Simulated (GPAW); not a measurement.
Crystal: Nb.

```
Nb
1.0
     2.71964    0.00000    0.00000
     0.00000    2.71964    0.00000
     0.00000    0.00000    2.71964
Nb
1
Cartesian
  1.3598 1.3598 1.3598
```

The cell was built by a generator and needn't be a form met in nature.

```yaml
Program: GPAW 26.7.0
Task: relaxation of cell and atoms
Functional: PBE
Potentials_or_basis: GPAW PAW data sets (gpaw-data 1.2.1)
Cutoff: 600 eV
Basis: pw
k_mesh: 8 × 8 × 8
Occupations: fermi-dirac, width 0.05 eV
Spin: no spin polarisation
```

At the start: pressure -2.1 GPa; volume 20.12 Å³/atom.

Q: Where does the relaxation end?

A: Over 3 steps the energy falls by 2.1 meV/atom and the volume is 19.80 Å³/atom (-1.6 %); space group Pm-3m (No. 221, to 0.05 Å).

Step by step:
```tsv
step	energy change (eV)	largest force (eV/Å)	pressure (GPa)	volume (Å³)
1	0.0000	0.0000	-2.07	20.12
2	-0.0019	0.0000	-0.63	19.89
3	-0.0021	0.0000	0.01	19.80
```

Final structure:
```cif
data_structure
_symmetry_space_group_name_H-M 'P 1'
_symmetry_Int_Tables_number 1
_cell_length_a 2.7053
_cell_length_b 2.7053
_cell_length_c 2.7053
_cell_angle_alpha 90.000
_cell_angle_beta 90.000
_cell_angle_gamma 90.000
_cell_volume 19.80
loop_
_atom_site_label
_atom_site_type_symbol
_atom_site_fract_x
_atom_site_fract_y
_atom_site_fract_z
_atom_site_occupancy
Nb1 Nb 0.50000 0.50000 0.50000 1
```

Caveat: later steps reuse the first step's grids.
